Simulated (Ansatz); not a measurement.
# Could TaSi2 exist in this structure?

Plane-wave DFT in Ansatz with scalar-relativistic PAW potentials. The crystal relaxes under PBE to P6_422 with a = 4.806 Å, c = 6.597 Å, 14.66 Å³/atom. No spin polarisation.

```cif
data_structure
_symmetry_space_group_name_H-M 'P6_422'
_symmetry_Int_Tables_number 181
_cell_length_a 4.8056
_cell_length_b 4.8056
_cell_length_c 6.5972
_cell_angle_alpha 90.000
_cell_angle_beta 90.000
_cell_angle_gamma 120.000
_cell_volume 131.94
loop_
_atom_site_label
_atom_site_type_symbol
_atom_site_symmetry_multiplicity
_atom_site_Wyckoff_symbol
_atom_site_fract_x
_atom_site_fract_y
_atom_site_fract_z
_atom_site_occupancy
Ta1 Ta 3 c 0.50000 0.00000 0.00000 1
Si1 Si 6 i 0.15891 0.31783 0.00000 1
```

Task: Test it against the elements, against displacements at the zone centre and against strain.

Result:
- Energy over the elements: -0.479 eV/atom (PBE, standard states in the same functional, gases uncorrected)
- Optical modes at Γ: all 24 real, 106 to 410 cm⁻¹ (PBEsol, no gap at this level, so no LO-TO term)
- Least eigenvalue of the elastic tensor: 139 GPa (PBEsol, smearing 0.15 eV on a cell relaxed with it; where the run has no gap this value hangs on mesh and smearing)

It passes all three tests. So it is a local minimum against everything tried and bound against the elements. Modes at other wave vectors, other structures and decomposition into other compounds weren't tested here. The modes and the tensor belong to cells relaxed at their own level (14.30 Å³/atom for the tensor), not to the cell shown.

Spin-orbit coupling is left out, which matters for the bands of heavy elements.